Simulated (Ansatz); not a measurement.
## HfN in Ansatz: the effect of Hubbard term

The system is HfN.

```
CELL_PARAMETERS angstrom
0.00000 2.45482 2.45482
2.45482 0.00000 2.45482
2.45482 2.45482 0.00000
ATOMIC_POSITIONS crystal
Hf 0.00000 0.00000 0.00000
N 0.25000 0.25000 0.25000
```

The cell comes from a database or a generator and needn't be the stable form of this composition.

Alike in all runs:

```yaml
Program: Ansatz 0.2.0
Task: band structure
Functional: PBEsol
Potentials_or_basis: Ansatz PAW
Cutoff: 420 eV
Density_cutoff: 1680 eV
k_mesh: 9 × 9 × 9
Occupations: fermi-dirac, width 0.05 eV
Spin: no spin polarisation
Path: "[[\"G\", \"X\", \"W\", \"K\", \"G\", \"L\", \"U\", \"W\", \"L\", \"K\"], [\"U\", \"X\"]]"
Points_for_each_segment_of_the_path: 14
Hubbard_projectors: ortho-atomic (the default)
Double_counting: fll (the default)
```

Q: One run gave: pressure 7.5 GPa. Which Hubbard term did it use?
A. Hf d U = 4 eV
B. Hf d U = 1 eV
C. Hf d U = 6 eV
D. Hf d U = 8 eV
E. Hf d U = 5 eV

A: D.

```tsv
Hubbard term	pressure (GPa)
Hf d U = 1 eV	-3.7
Hf d U = 2 eV	-2.3
Hf d U = 3 eV	-0.8
Hf d U = 4 eV	0.6
Hf d U = 5 eV	2.1
Hf d U = 6 eV	3.8
Hf d U = 8 eV	7.5
```

Caveats: U without spin polarisation on a metal has little footing; the PAW data sets come from PBE, with cores solved anew for the run's functional, which leaves a small shift of forces and pressure.

Not every run made on this cell is shown here.
